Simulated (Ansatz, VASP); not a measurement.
## One calculation of BaS, two programs

INCAR

```
SYSTEM = BaS
ALGO = Normal ; EDIFF = 1E-6
ENCUT = 520 ; GGA = PE
ISIF = 2 ; ISMEAR = -1
LASPH = .True. ; LCHARG = .True.
LELF = .True. ; LREAL = .False.
LVHAR = .True. ; LWAVE = .False.
NBANDS = 24 ; NELM = 100
PREC = Accurate ; SIGMA = 0.02
```

File KPOINTS:

```
k-points
0
Gamma
  6 6 4
  0 0 0
```

File POSCAR:

```
BaS
1.0
    4.4421900019      0.0000000000      0.0000000000
   -2.2210950010      3.8470493901      0.0000000000
    0.0000000000      0.0000000000      8.0698814781
Ba S
2 2
Direct
    0.0000000000      0.0000000000      0.0000000000
    0.0000000000      0.0000000000      0.5000000000
    0.3333333333      0.6666666667      0.2500000000
    0.6666666667      0.3333333333      0.7500000000
```

Input for Ansatz:

```yaml
crystal:
  lattice:
    - [4.4421900019, 0.0, 0.0]
    - [-2.221095001, 3.8470493901, 0.0]
    - [0.0, 0.0, 8.0698814781]
  atoms:
    - { symbol: Ba, position: [0.0, 0.0, 0.0] }
    - { symbol: Ba, position: [0.0, 0.0, 0.5] }
    - { symbol: S, position: [0.3333333333, 0.6666666667, 0.25] }
    - { symbol: S, position: [0.6666666667, 0.3333333333, 0.75] }
kpoints:
  mp_grid: { grid: [6, 6, 4] }
  band_path:
    path:
      - [0.0, 0.0, 0.0]
      - [0.5, 0.0, 0.0]
      - [0.3333333333, 0.3333333333, 0.0]
      - [0.0, 0.0, 0.5]
      - [0.5, 0.0, 0.5]
      - [0.3333333333, 0.3333333333, 0.5]
    npoints: 1
hamiltonian:
  xc: pbe
scf:
  occupations: { method: fermi_dirac, width: 0.02 }
  n_extra_bands: 5
output:
  forces: true
  stress: true
  eigenvalues: true
```

Change from the starting cell: uniaxial_z strain +3.6%.

Alike in both runs: task single point; functional PBE; k mesh 6 × 6 × 4; occupations fermi-dirac, width 0.02 eV; no spin polarisation.

```csv
,VASP,Ansatz
version,VASP 6.6.1,Ansatz 0.2.0
potentials or method,"VASP PAW PBE potentials, release 64 (Ba_sv, S)","plane waves, PAW"
plane-wave cutoff (eV),520,420
valence electrons in the cell,32,32
```

VASP gave:

- gap on the k mesh at the Fermi level (eV): 2.23
- pressure (GPa): -0.8
- largest component of the traceless stress (GPa): 1.51

Problem. Estimate Ansatz's values.

Solution. gap on the k mesh at the Fermi level (eV): 2.33; pressure (GPa): -1.3; largest component of the traceless stress (GPa): 1.58.

Caveats: spin-orbit coupling is left out, which moves the levels of the heavy elements. A k mesh can miss the band edges.
